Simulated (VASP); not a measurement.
A run of VASP 6.6.1:

INCAR

```
PREC = Accurate
ENCUT = 520
EDIFF = 1E-6
ISMEAR = 0
SIGMA = 0.1
LREAL = False
LASPH = True
NELM = 80
ALGO = Fast
ISIF = 2
LWAVE = False
LCHARG = True
LNONCOLLINEAR = True
MAGMOM = 0 0 0 0 0 0 0 0 0 0 0 0
LORBIT = 11
LSORBIT = True
GGA_COMPAT = False
GGA = PS
LVHAR = True
NBANDS = 38
```

KPOINTS

```
regular mesh
0
Gamma
  14 10 6
```

Contents of POSCAR:

```
Te
1.0
    3.1581600000      0.0000000000      0.0000000000
    0.0000000000      4.4713500000      0.0000000000
    0.0000000000      0.0000000000      8.8559000000
Te
4
Direct
    0.5000000000      0.4993300000      0.7600300000
    0.5000000000      0.5006700000      0.2600300000
    0.5000000000      0.9997100000      0.0099700000
    0.5000000000      0.0002900000      0.5099700000
```

Potentials or basis: VASP PAW PBE potentials, release 64 (Te).

Run with:

```console
$ cat potpaw_PBE.64/Te/POTCAR > POTCAR
$ mpirun -np 1 vasp_ncl > vasp.out
```

Hardware: 1 thread of Intel(R) Xeon(R) 6975P-C (Granite Rapids) (shared host).

Problem. How long does it take, and how much memory?

Solution. Wall time 25 min on 1 thread of Intel(R) Xeon(R) 6975P-C (Granite Rapids), with other jobs on the host, peak memory 1.7 GiB. Counts: scf iterations 11, k points 288.
